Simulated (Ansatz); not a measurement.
# SrCl2 (CdI2-type structure)

The computed numbers are results of PBEsol, scalar-relativistic (no spin polarisation) in the plane-wave PAW code Ansatz at 420 eV, Γ-centred 8×8×6 mesh, 0.05 eV Gaussian smearing; PAW files: Ansatz's generated set soft_2.

```xyz
3
Lattice="4.3804 0.0000 0.0000 -2.1902 3.7935 0.0000 0.0000 0.0000 6.0785" Properties=species:S:1:pos:R:3 pbc="T T T"
Sr    0.0000    0.0000    0.0000
Cl    0.0000    2.5290    1.3808
Cl    2.1902    1.2645    4.6977
```

The start was a prototype's sites filled with these elements. The Crystallography Open Database lists the compound in space group Fm-3m, so this is a trial structure.

The cell is relaxed to zero pressure at this level.

The cell has space group P-3m1 (read at 0.01 Å). In it the stress is -0.01, -0.01, -0.01, 0.00, 0.00, 0.00 GPa and the largest force component 0.002 eV/Å. Each change below starts from this cell, without further relaxation. Stress is in GPa, positive in compression, in the order xx, yy, zz, yz, xz, xy; energies are counted from the cell above.

Question: What happens when atom 2 (Cl) is moved by 0.02 Å along z?

Answer: The energy changes by 0.6 meV per cell, and the force on it along the shift is -0.059 eV/Å (−F/u = 2.96 eV/Å²). Stress: -0.15, -0.15, -0.16, 0.00, 0.00, 0.00. The gap on the mesh goes from 5.26 eV to 5.25 eV.
```
atom  Fx (eV/Å)     Fy      Fz
 Sr1      0.000  0.000   0.044
 Cl2      0.000  0.000  -0.059
 Cl3      0.000  0.000   0.015
```

Question: A single strain component, atoms carried along, gave the stress 0.01, 0.00, 0.00, -0.01, -0.21, 0.37. Which component, and about how large?

Answer: An engineering strain of -2 % in xy; the energy changes by 2.3 meV per cell.

Semilocal functionals underestimate band gaps, commonly by a third or more. The structure is built of weakly bound layers, and this functional has no dispersion term, so their spacing and all that hangs on it (volume, the soft elastic constants, low modes, dielectric constants) are poorly given.
